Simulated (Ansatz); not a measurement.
Here is an Ansatz 0.2.0 calculation.

input.yaml

```yaml
crystal:
  lattice:
    - [0.0, 3.15085, 3.15085]
    - [3.15085, 0.0, 3.15085]
    - [3.15085, 3.15085, 0.0]
  atoms:
    - { symbol: Te, position: [0.5, 0.5, 0.5] }
    - { symbol: Sn, position: [0.0, 0.0, 0.0] }
kpoints:
  mp_grid: { grid: [6, 6, 6] }
scf:
  occupations: { method: fermi_dirac, width: 0.05 }
hamiltonian:
  xc: pbe
  pseudopotentials: { kind: all_electron, datasets: crystal }
output:
  forces: true
  stress: true
  eigenvalues: true
```

Potentials or basis: all-electron PAW datasets made for the crystal.

Launch:

```bash
$ ansatz run input.yaml --threads 1 --pin off --max-ram 3072MiB --backend cpu --events-out ev --progress --plain --runs-dir out
```

**Question.** Estimate the band gap on the k mesh.

**Answer.** 0.10 eV, direct.

**Question.** What does it give for the pressure?

**Answer.** 2.3 GPa.

Caveat: spin-orbit coupling is left out, which moves the levels of the heavy elements.

**The experiment to reproduce.**

A printed reference work, textbook reports, for a bulk crystal of SnTe at 300 K: band gap 0.18 eV (direct).

Against the measured gap of SnTe, 0.18 eV (direct; 300 K; a printed reference work, textbook), the calculated 0.10 eV is off by -0.08 eV. Spin-orbit coupling on Sn, Te is left out. The value is that of PBE on a finite k mesh, which can miss the band edges, without temperature or zero-point motion. Semilocal functionals fall short of measured gaps as a rule.
